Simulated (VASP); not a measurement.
Crystal: MoSe2.

```
Mo Se
1.0
     3.27866    0.00000    0.00000
    -1.63933    2.83941    0.00000
     0.00000    0.00000   12.72501
Mo Se
2 4
Cartesian
  0.0000 1.8929 3.1813
  1.6393 0.9465 9.5438
  0.0000 1.8929 7.8683
  1.6393 0.9465 1.5058
  0.0000 1.8929 11.2192
  1.6393 0.9465 4.8567
```

Program: VASP 6.6.1. Alike in all runs: level PBE; potentials or basis VASP PAW PBE potentials, release 64 (Mo_sv, Se); cell as given; cutoff (eV) 520; smearing gaussian 0.03 eV. Hardware: 4 MPI ranks on Intel(R) Xeon(R) Platinum 8488C (Sapphire Rapids), with other jobs on the host.

Q: Order these runs on this cell by their wall time, lowest first.
A. task band structure; spin off; k mesh 9 × 9 × 2; further INCAR settings ALGO = Fast; EDIFF = 1e-06; NBANDS = 35
B. task band structure; spin SOC, no magnetisation; k mesh 9 × 9 × 2; further INCAR settings ALGO = Fast; EDIFF = 1e-06; NBANDS = 68
C. task dielectric tensor; spin off; k mesh 12 × 12 × 3; further INCAR settings ALGO = Fast; EDIFF = 1e-08; monkhorst-Pack mesh no
D. task optical spectrum; spin off; k mesh 9 × 9 × 2; further INCAR settings ALGO = Fast; EDIFF = 1e-06; NBANDS = 50

A: D (31 s), A (210 s), C (480 s), B (980 s).

Caveats: spectra need much finer meshes, so this one isn't converged (some runs); independent-particle spectra lack excitons (some runs).
